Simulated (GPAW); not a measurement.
Runs of GPAW 26.7.0 on Al. The structure is cubic, space group Fm-3m (No. 225). The conventional cell has a = 4.050 Å, b = 4.050 Å, c = 4.050 Å, α = 90.00°, β = 90.00°, γ = 90.00°. Al (site symmetry m-3m) is surrounded by 12 Al at 2.86 Å. 

| task | level | potentials or basis | cell | cutoff (eV) | smearing | eigensolver | optimizer | fmax | max steps | convergence | gap on the mesh (eV) | pressure (GPa) | V0 of scaled cells (Å³/atom) | relaxed volume (Å³/atom) | B0 (GPa) |
| --- | --- | --- | --- | --- | --- | --- | --- | --- | --- | --- | --- | --- | --- | --- | --- |
| relaxation of cell and atoms | BLYP+D3(BJ) | PAW data sets generated in the run's folder for this functional, pw | relaxed | 600 | fermi-dirac 0.05 eV | davidson | FIRE | 0.02 eV/Å | 40 | density=1e-05 forces=0.0001 | none | 0.2 | - | 15.47 | - |
| equation of state | revPBE+D3 | the program's PAW data sets (release 1.2.1) made for this functional, pw | as given | 600 | fermi-dirac 0.05 eV | - | - | - | - | - | - | - | 16.02 | - | 87 |
| phonons | PBEsol+D3(BJ) | PAW data sets generated in the run's folder for this functional, pw | as given | 510 | fermi-dirac 0.05 eV | - | - | - | - | density=1e-06 eigenstates=1e-09 | none | (a) | - | - | - |
| equation of state | BLYP | PAW data sets generated in the run's folder for this functional, pw | as given | 600 | fermi-dirac 0.05 eV | davidson | - | - | - | - | - | - | 17.38 | - | 59 |
| relaxation of cell and atoms | revPBE+D3(BJ) | the program's PAW data sets (release 1.2.1) made for this functional, pw | relaxed | 600 | fermi-dirac 0.05 eV | - | BFGS | 0.02 eV/Å | 100 | density=1e-05 forces=0.0001 | none | 0.0 | - | 15.49 | - |
| relaxation of cell and atoms | revPBE+D4 | the program's PAW data sets (release 1.2.1) made for this functional, pw | relaxed | 600 | fermi-dirac 0.05 eV | - | BFGS | 0.02 eV/Å | 100 | density=1e-05 forces=0.0001 | none | 0.0 | - | 15.70 | - |
| relaxation of cell and atoms | BLYP+D4 | PAW data sets generated in the run's folder for this functional, pw | relaxed | 600 | fermi-dirac 0.05 eV | davidson | FIRE | 0.02 eV/Å | 40 | density=1e-05 forces=0.0001 | none | 0.2 | - | (b) | - |

Alike in all rows: no spin polarisation; k mesh 11 × 11 × 11.

**Question.** Fill in the values left out.

**Answer.** (a) -4.9; (b) 15.81.

Caveats: pairwise dispersion overbinds metals, which lowers pressure and volume (some runs); later steps reuse the first step's grids (some runs); the cell is more than 3 GPa from zero pressure, which shifts response properties (some runs); the cutoff is short for stress and forces, so pressures can be off by a GPa or more (some runs); phonon bands are interpolated from a small supercell (some runs).

A gap of «none» marks a metal or a gap under the smearing width.
